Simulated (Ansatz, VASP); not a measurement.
# Cross-check of AgCl between VASP and Ansatz, part 2 of 2

Wanted: the spread between two codes on one cell, functional and k mesh. The cell is taken from a series of runs on this material, whose earlier steps may have relaxed, scaled, displaced or heated it; both programs get it as it stands.

VASP 6.6.1 and Ansatz 0.2.0.

So far: The structure; Ansatz: dielectric response, r2SCAN.

### 3. VASP: dielectric response, r2SCAN

Level of this step: r2SCAN; plane waves and PAW (Ag, Cl) (VASP).

The same cell, functional and mesh now go to VASP, with its own data sets.

Lines of VASP's logs that name or quote its potential files are left out, and so is its time.

Contents of INCAR:

```
SYSTEM = AgCl
PREC = Accurate
ENCUT = 440
EDIFF = 1E-08
NELM = 120
ISMEAR = 0
SIGMA = 0.01
LREAL = .FALSE.
ALGO = Normal
METAGGA = R2SCAN
LASPH = .TRUE.
NBANDS = 15
LORBIT = 11
LWAVE = .FALSE.
LCHARG = .FALSE.
ISIF = 2
LCALCEPS = .TRUE.
LPEAD = .TRUE.
GGA_COMPAT = .FALSE.
EFERMI = MIDGAP
LMIXTAU = .TRUE.
KPAR = 2
```

Contents of POSCAR:

```
AgCl
1.0
    0.0000000000      2.7726629968      2.7726629968
    2.7726629968      0.0000000000      2.7726629968
    2.7726629968      2.7726629968      0.0000000000
Ag Cl
1 1
Direct
    0.0000000000      0.0000000000      0.0000000000
    0.5000000000      0.5000000000      0.5000000000
```

Contents of KPOINTS:

```
Automatic mesh
0
Gamma
7 7 7
0 0 0
```

PAW data sets: Ag and Cl (PBE family, release 64).

Run with:

```console
$ mpirun -np 2 vasp_std
```

Numbers of over 12 decimals in the logs are rounded to 6 here.

Output:

```text
[banner, memory and clock lines left out]
running    2 mpi-ranks, on    1 nodes
 distrk:  each k-point on    1 cores,    2 groups
 distr:  one band on    1 cores,    1 groups

 POSCAR found type information on POSCAR AgCl
 POSCAR found :  2 types and       2 ions
|                                                                             |
|               ----> ADVICE to this user running VASP <----                  |
|                                                                             |
|     You enforced a specific xc type in the INCAR file but a different       |
|     [... a line on the potential file left out ...]
|     I HOPE YOU KNOW WHAT YOU ARE DOING!                                     |
|                                                                             |

 LDA part: xc-table for (None), standard interpolation
 POSCAR, INCAR and KPOINTS ok, starting setup
 FFT: planning ... GRIDC
 FFT: planning ... GRID_SOFT
 FFT: planning ... GRID
 WAVECAR not read
 entering main loop
       N       E                     dE             d eps       ncg     rms          rms(c)
DAV:   1     0.690196302484E+02    0.69020E+02   -0.79361E+03   608   0.959E+02
DAV:   2    -0.299554925894E+02   -0.98975E+02   -0.92196E+02   747   0.225E+02
DAV:   3    -0.336800344358E+02   -0.37245E+01   -0.37129E+01   719   0.460E+01
DAV:   4    -0.337100469483E+02   -0.30013E-01   -0.30009E-01   789   0.444E+00
DAV:   5    -0.337104974129E+02   -0.45046E-03   -0.45046E-03   705   0.532E-01    0.649E+00
DAV:   6    -0.285841073697E+02    0.51264E+01   -0.40681E+00   621   0.222E+01    0.659E+00
DAV:   7    -0.286537104573E+02   -0.69603E-01   -0.21984E-01   670   0.546E+00    0.396E+00
DAV:   8    -0.285896773592E+02    0.64033E-01   -0.20368E-01   642   0.446E+00    0.113E+00
DAV:   9    -0.286348186187E+02   -0.45141E-01   -0.45188E-02   628   0.209E+00    0.436E-01
DAV:  10    -0.286404961042E+02   -0.56775E-02   -0.57516E-03   670   0.914E-01    0.217E-01
DAV:  11    -0.286411093236E+02   -0.61322E-03   -0.47639E-03   649   0.556E-01    0.111E-01
DAV:  12    -0.286415682280E+02   -0.45890E-03   -0.12335E-03   670   0.308E-01    0.584E-02
DAV:  13    -0.286417232647E+02   -0.15504E-03   -0.44019E-04   684   0.269E-01    0.522E-02
DAV:  14    -0.286418300676E+02   -0.10680E-03   -0.44931E-05   740   0.757E-02    0.273E-02
DAV:  15    -0.286418277191E+02    0.23485E-05   -0.31309E-05   712   0.608E-02    0.293E-03
DAV:  16    -0.286418285277E+02   -0.80857E-06   -0.13448E-06   670   0.124E-02    0.161E-03
DAV:  17    -0.286418285489E+02   -0.21160E-07   -0.20491E-08   820   0.140E-03    0.168E-03
DAV:  18    -0.286418283013E+02    0.24752E-06   -0.12226E-07   649   0.403E-03    0.967E-04
DAV:  19    -0.286418284559E+02   -0.15456E-06   -0.10900E-07   642   0.316E-03    0.715E-04
DAV:  20    -0.286418284573E+02   -0.14202E-08   -0.49497E-09   412   0.827E-04
|                                                                             |
|           W    W    AA    RRRRR   N    N  II  N    N   GGGG   !!!           |
|           W    W   A  A   R    R  NN   N  II  NN   N  G    G  !!!           |
|           W    W  A    A  R    R  N N  N  II  N N  N  G       !!!           |
|           W WW W  AAAAAA  RRRRR   N  N N  II  N  N N  G  GGG   !            |
|           WW  WW  A    A  R   R   N   NN  II  N   NN  G    G                |
|           W    W  A    A  R    R  N    N  II  N    N   GGGG   !!!           |
|                                                                             |
|     One or more components of EFIELD_PEAD are too large for comfort. In     |
|     all probability, you are too near to the onset of Zener tunneling.      |
|                                                                             |
|          e |E dot A_1| =  0.00000 > 1/10, E_g/N_1 =  0.02139                |
|          e |E dot A_2| =  0.02773 > 1/10, E_g/N_2 =  0.02139                |
|          e |E dot A_3| =  0.02773 > 1/10, E_g/N_3 =  0.02139                |
|                                                                             |
|     Possible SOLUTIONS:                                                     |
|      ) Choose a smaller electric field.                                     |
|      ) Use a less dense grid of k-points.                                   |
|                                                                             |

       N       E                     dE             d eps       ncg     rms          rms(c)
SDA:   1    -0.286418284455E+02   -0.28642E+02   -0.23276E-10  1500   0.582E-10   0.000E+00
DMP:   2    -0.286418284808E+02   -0.35263E-07   -0.17349E-08  1500   0.429E-08   0.128E-09
[...]
|          e |E dot A_1| =  0.02773 > 1/10, E_g/N_1 =  0.02139                |
|          e |E dot A_2| =  0.00000 > 1/10, E_g/N_2 =  0.02139                |
|          e |E dot A_3| =  0.02773 > 1/10, E_g/N_3 =  0.02139                |
|                                                                             |
|     Possible SOLUTIONS:                                                     |
|      ) Choose a smaller electric field.                                     |
|      ) Use a less dense grid of k-points.                                   |
|                                                                             |

[...]
dp_tot=(  0.775E-06  0.830E-02  0.827E-06 )  diag[e(oo)]=(    ---    4.52288    ---   )
DMP:  10    -0.286418696148E+02   -0.53200E-07   -0.51770E-07  1500   0.117E-06   0.243E-07
 p_tot=( -0.194E+02 -0.194E+02 -0.194E+02 )
dp_tot=(  0.773E-06  0.832E-02  0.823E-06 )  diag[e(oo)]=(    ---    4.53166    ---   )
DMP:  11    -0.286418696457E+02   -0.30855E-07   -0.32170E-07  1500   0.677E-07   0.244E-07
 p_tot=( -0.194E+02 -0.194E+02 -0.194E+02 )
dp_tot=(  0.768E-06  0.831E-02  0.818E-06 )  diag[e(oo)]=(    ---    4.52596    ---   )
DMP:  12    -0.286418696660E+02   -0.20278E-07   -0.17574E-07  1500   0.331E-07   0.209E-07
 p_tot=( -0.194E+02 -0.194E+02 -0.194E+02 )
dp_tot=(  0.762E-06  0.828E-02  0.812E-06 )  diag[e(oo)]=(    ---    4.51328    ---   )
DMP:  13    -0.286418696766E+02   -0.10607E-07   -0.82262E-08  1500   0.157E-07   0.940E-08
 p_tot=( -0.194E+02 -0.194E+02 -0.194E+02 )
dp_tot=(  0.756E-06  0.825E-02  0.806E-06 )  diag[e(oo)]=(    ---    4.50243    ---   )
DMP:  14    -0.286418696813E+02   -0.47646E-08   -0.39552E-08  1500   0.817E-08   0.330E-08
 final diagonalization full
 p_tot=( -0.194E+02 -0.194E+02 -0.194E+02 )
dp_tot=(  0.753E-06  0.824E-02  0.803E-06 )  diag[e(oo)]=(    ---    4.49695    ---   )
|                                                                             |
|           W    W    AA    RRRRR   N    N  II  N    N   GGGG   !!!           |
|           W    W   A  A   R    R  NN   N  II  NN   N  G    G  !!!           |
|           W    W  A    A  R    R  N N  N  II  N N  N  G       !!!           |
|           W WW W  AAAAAA  RRRRR   N  N N  II  N  N N  G  GGG   !            |
|           WW  WW  A    A  R   R   N   NN  II  N   NN  G    G                |
|           W    W  A    A  R    R  N    N  II  N    N   GGGG   !!!           |
|                                                                             |
|     One or more components of EFIELD_PEAD are too large for comfort. In     |
|     all probability, you are too near to the onset of Zener tunneling.      |
|                                                                             |
|          e |E dot A_1| =  0.02773 > 1/10, E_g/N_1 =  0.02139                |
|          e |E dot A_2| =  0.02773 > 1/10, E_g/N_2 =  0.02139                |
|          e |E dot A_3| =  0.00000 > 1/10, E_g/N_3 =  0.02139                |
|                                                                             |
|     Possible SOLUTIONS:                                                     |
|      ) Choose a smaller electric field.                                     |
|      ) Use a less dense grid of k-points.                                   |
|                                                                             |

       N       E                     dE             d eps       ncg     rms          rms(c)
SDA:   1    -0.286418284649E+02    0.41212E-04   -0.65491E-10  1500   0.164E-09   0.000E+00
DMP:   2    -0.286418284659E+02   -0.10577E-08   -0.12579E-10  1500   0.516E-10  -0.526E-10
 final diagonalization occupied
 p_tot=( -0.194E+02 -0.194E+02 -0.194E+02 )
       N       E                     dE             d eps       ncg     rms          rms(c)
 p_tot=( -0.194E+02 -0.194E+02 -0.194E+02 )
dp_tot=(  0.000E+00  0.000E+00  0.000E+00 )  diag[e(oo)]=(    ---      ---    1.00000 )
SDA:   1    -0.286418284692E+02   -0.42930E-08   -0.31209E-04  1500   0.780E-04   0.000E+00
 p_tot=( -0.194E+02 -0.194E+02 -0.194E+02 )
dp_tot=(  0.244E-06  0.218E-06  0.312E-02 )  diag[e(oo)]=(    ---      ---    2.32477 )
DMP:   2    -0.286418524663E+02   -0.23997E-04   -0.18742E-04  1500   0.251E-04   0.420E-04
 p_tot=( -0.194E+02 -0.194E+02 -0.194E+02 )
dp_tot=(  0.456E-06  0.403E-06  0.642E-02 )  diag[e(oo)]=(    ---      ---    3.72550 )
DMP:   3    -0.286418639587E+02   -0.11492E-04   -0.49350E-05  1500   0.683E-05   0.106E-04
 p_tot=( -0.194E+02 -0.194E+02 -0.194E+02 )
dp_tot=(  0.609E-06  0.543E-06  0.839E-02 )  diag[e(oo)]=(    ---      ---    4.56055 )
DMP:   4    -0.286418663880E+02   -0.24293E-05   -0.24827E-05  1500   0.631E-05  -0.193E-06
 p_tot=( -0.194E+02 -0.194E+02 -0.194E+02 )
dp_tot=(  0.723E-06  0.655E-06  0.896E-02 )  diag[e(oo)]=(    ---      ---    4.80427 )
DMP:   5    -0.286418679646E+02   -0.15765E-05   -0.17715E-05  1500   0.356E-05   0.167E-05
 p_tot=( -0.194E+02 -0.194E+02 -0.194E+02 )
dp_tot=(  0.802E-06  0.737E-06  0.878E-02 )  diag[e(oo)]=(    ---      ---    4.72707 )
DMP:   6    -0.286418690310E+02   -0.10664E-05   -0.67855E-06  1500   0.123E-05   0.897E-06
 p_tot=( -0.194E+02 -0.194E+02 -0.194E+02 )
dp_tot=(  0.836E-06  0.775E-06  0.846E-02 )  diag[e(oo)]=(    ---      ---    4.59015 )
DMP:   7    -0.286418693497E+02   -0.31871E-06   -0.25205E-06  1500   0.685E-06  -0.106E-06
 p_tot=( -0.194E+02 -0.194E+02 -0.194E+02 )
dp_tot=(  0.833E-06  0.772E-06  0.828E-02 )  diag[e(oo)]=(    ---      ---    4.51558 )
DMP:   8    -0.286418694664E+02   -0.11677E-06   -0.16934E-06  1500   0.447E-06  -0.459E-07
 p_tot=( -0.194E+02 -0.194E+02 -0.194E+02 )
dp_tot=(  0.812E-06  0.750E-06  0.826E-02 )  diag[e(oo)]=(    ---      ---    4.50689 )
DMP:   9    -0.286418695599E+02   -0.93414E-07   -0.96684E-07  1500   0.218E-06   0.452E-07
 p_tot=( -0.194E+02 -0.194E+02 -0.194E+02 )
dp_tot=(  0.791E-06  0.728E-06  0.830E-02 )  diag[e(oo)]=(    ---      ---    4.52283 )
DMP:  10    -0.286418696130E+02   -0.53142E-07   -0.51768E-07  1500   0.117E-06   0.243E-07
 p_tot=( -0.194E+02 -0.194E+02 -0.194E+02 )
dp_tot=(  0.778E-06  0.714E-06  0.832E-02 )  diag[e(oo)]=(    ---      ---    4.53161 )
DMP:  11    -0.286418696438E+02   -0.30825E-07   -0.32169E-07  1500   0.677E-07   0.244E-07
 p_tot=( -0.194E+02 -0.194E+02 -0.194E+02 )
dp_tot=(  0.770E-06  0.707E-06  0.831E-02 )  diag[e(oo)]=(    ---      ---    4.52591 )
DMP:  12    -0.286418696641E+02   -0.20275E-07   -0.17573E-07  1500   0.331E-07   0.209E-07
 p_tot=( -0.194E+02 -0.194E+02 -0.194E+02 )
dp_tot=(  0.767E-06  0.705E-06  0.828E-02 )  diag[e(oo)]=(    ---      ---    4.51323 )
DMP:  13    -0.286418696747E+02   -0.10630E-07   -0.82260E-08  1500   0.157E-07   0.940E-08
 p_tot=( -0.194E+02 -0.194E+02 -0.194E+02 )
dp_tot=(  0.766E-06  0.704E-06  0.825E-02 )  diag[e(oo)]=(    ---      ---    4.50238 )
DMP:  14    -0.286418696794E+02   -0.46657E-08   -0.39551E-08  1500   0.817E-08   0.330E-08
 final diagonalization full
 p_tot=( -0.194E+02 -0.194E+02 -0.194E+02 )
dp_tot=(  0.765E-06  0.703E-06  0.824E-02 )  diag[e(oo)]=(    ---      ---    4.49690 )
   1 F= -.28641870E+02 E0= -.28641870E+02  d E =0.000000E+00
```

Parts of OUTCAR (step 3):

```text
ion  position               nearest neighbor table
   1  0.000  0.000  0.000-   2 2.77   2 2.77   2 2.77   2 2.77   2 2.77   2 2.77
   2  0.500  0.500  0.500-   1 2.77   1 2.77   1 2.77   1 2.77   1 2.77   1 2.77

  LATTYP: Found a face centered cubic cell.
 ALAT       =     5.5453259936

 Subroutine GETGRP returns: Found 48 space group operations
 (whereof 48 operations were pure point group operations)

The static configuration has the point symmetry O_h .

 Found     20 irreducible k-points:

   k-points           NKPTS =     20   k-points in BZ     NKDIM =     20   number of bands    NBANDS=     15

   dimension x,y,z NGX =    28 NGY =   28 NGZ =   28
   dimension x,y,z NGXF=    56 NGYF=   56 NGZF=   56

   ENCUT  =  440.0 eV  32.34 Ry    5.69 a.u.   6.71  6.71  6.71*2*pi/ulx,y,z

   NELECT =      18.0000    total number of electrons

 k-points in reciprocal lattice and weights: Automatic mesh
   0.00000000  0.00000000  0.00000000       0.003
   0.14285714  0.00000000  0.00000000       0.023
   0.28571429  0.00000000  0.00000000       0.023
   0.42857143  0.00000000  0.00000000       0.023
   0.14285714  0.14285714  0.00000000       0.017
   0.28571429  0.14285714  0.00000000       0.070
   0.42857143  0.14285714  0.00000000       0.070
  -0.42857143  0.14285714  0.00000000       0.070
  -0.28571429  0.14285714  0.00000000       0.070
[...]
-0.42857143  0.42857143  0.14285714       0.070
  -0.28571429  0.42857143  0.14285714       0.070

 average (electrostatic) potential at core
       1 -78.1387       2 -94.8169

            Ionic dipole moment: p[ion]=(   -19.40864   -19.40864   -19.40864 ) |e| Angst

 Total electronic dipole moment: p[elc]=(     0.00000     0.00000     0.00824 ) |e| Angst

 MACROSCOPIC STATIC DIELECTRIC TENSOR (including local field effects)
 ------------------------------------------------------
           4.496964     0.000000    -0.000000
           0.000000     4.496964    -0.000000
          -0.000000     0.000000     4.496964
 ------------------------------------------------------

 PIEZOELECTRIC TENSOR (including local field effects) (C/m^2)
          XX          YY          ZZ          XY          YZ          ZX
  --------------------------------------------------------------------------------
  x     0.00000     0.00000     0.00000     0.00000     0.00000     0.00000
  y     0.00000     0.00000     0.00000     0.00000     0.00000     0.00000
  z     0.00000     0.00000     0.00000     0.00000     0.00000     0.00000

 BORN EFFECTIVE CHARGES (including local field effects) (in |e|, cummulative output)
 ---------------------------------------------------------------------------------
 ion    1
    1     1.39169     0.00000    -0.00000
    2     0.00000     1.39169     0.00000
    3    -0.00000     0.00000     1.39169
 ion    2
    1    -1.39169     0.00000     0.00000
    2     0.00000    -1.39169    -0.00000
    3     0.00000    -0.00000    -1.39169

  Total       -0.0340734     -0.0340734     -0.0340734      0.0000000      0.0000000     -0.0000000
  in kB       -1.2805740     -1.2805740     -1.2805740      0.0000000      0.0000000     -0.0000000
  external PRESSURE =      -1.2805740 kB  Pullay stress =       0.0000000 kB

  energy-cutoff  :      440.00
  volume of cell :       42.63
      direct lattice vectors                 reciprocal lattice vectors
     0.000000000  2.772662997  2.772662997    -0.180332049  0.180332049  0.180332049
     2.772662997  0.000000000  2.772662997     0.180332049 -0.180332049  0.180332049
     2.772662997  2.772662997  0.000000000     0.180332049  0.180332049 -0.180332049

 POSITION                                       TOTAL-FORCE (eV/Angst)
 -----------------------------------------------------------------------------------
      0.00000      0.00000      0.00000         0.000000     -0.000000      0.000000
      2.77266      2.77266      2.77266        -0.000000      0.000000     -0.000000
 -----------------------------------------------------------------------------------
    total drift:                                0.000000      0.000000      0.000000
```

The log warns that the applied field is near the limit of Zener tunnelling for this mesh, so the response is less certain.

### 4. Side by side

Known differences besides the potentials themselves: VASP keeps PBE cores, Ansatz makes them for the functional; fixed occupations in Ansatz, narrow Gaussian smearing in VASP; VASP's response is taken on the typed mesh, Ansatz refines its own for the field response alone; the data sets hold 26 valence electrons in Ansatz (on its PAW soft_1 files) and 18 in VASP; the cutoff is 500 eV in Ansatz and 440 eV in VASP; VASP takes ε∞ from a finite field, Ansatz from linear response. Total energies have different zeros and are not compared.

Both answers:

| quantity | Ansatz | VASP | difference |
| --- | --- | --- | --- |
| ε∞ xx | 4.52 | 4.50 | +0.60 % |
| ε∞ yy | 4.52 | 4.50 | +0.60 % |
| ε∞ zz | 4.52 | 4.50 | +0.60 % |

### 5. Outcome

| Item | Value |
| --- | --- |
| difference in ε∞ xx (dielectric response, r2SCAN) | 0.60 % |

What this shows: The difference in ε∞ xx is 0.60 % (dielectric response, r2SCAN), within the 5 % picked in this series as the mark of a large difference. The data sets hold unlike numbers of valence electrons (26 in Ansatz and 18 in VASP), so part of the differences comes from the potentials. Such differences can come from data sets, numerical settings and the points named under the comparisons, not from the functional's error against experiment.

[Lines on the potential files, build, host, timing and source positions are cut from VASP's logs without a mark.]

[Logs are printed without paths, hosts, clocks, repeated set-up lines and the standing remarks that a program may print on its own settings, such as how far it seeks lower states.]

[Hosts, paths, dates, database ids (printed as entryN), source tags and the programs' standing remarks are cut or masked in the printed files.]
